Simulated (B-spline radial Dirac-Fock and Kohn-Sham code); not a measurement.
The computed values come from a radial finite-basis atomic code: ΔSCF Dirac-Fock with Breit, self-energy and vacuum polarisation, finite nucleus, configuration average. Correlation and solid-state effects are left out.

Question: An atom or ion in its tabulated ground configuration has these computed binding energies (the last is its least bound level). Which is it?

| level | binding energy (eV) |
| --- | --- |
| K | 1522.4 |
| L1 | 246.7 |
| L2,3 | 222.4 |

Answer: Mg⁶⁺: Z = 12 with 6 electrons, [He] 2s2 2p2. The hydrogen-like estimate √(E/Ry) = 10.6 for the K level lies 1.4 below Z; the outermost level, at 222.4 eV, fixes the charge.

Question: An atom or ion in its tabulated ground configuration has these computed binding energies (the last is its least bound level). Which is it?

```tsv
level	binding energy (eV)
2p1/2	11927.1
3s	4014.1
3p1/2	3786.4
3d3/2	3162.9
3d5/2	3109.9
4s	1819.2
4p	1668.0
```

Answer: Lu³⁶⁺: Z = 71 with 35 electrons, [Ar] 3d10 4s2 4p5.

Question: An atom or ion in its tabulated ground configuration has these computed binding energies (the last is its least bound level). Which is it?

```
level  binding energy (eV)
   1s              35008.8
2p1/2               5552.2
3d3/2               1114.6
3d5/2               1101.6
   4s                594.1
4p3/2                518.9
   4d                432.0
```

Answer: Xe¹⁷⁺: Z = 54 with 37 electrons, [Kr] 4d1. The hydrogen-like estimate √(E/Ry) = 50.7 for the K level lies 3.3 below Z (screening lowers it, relativity raises it); the outermost level, at 432.0 eV, fixes the charge.
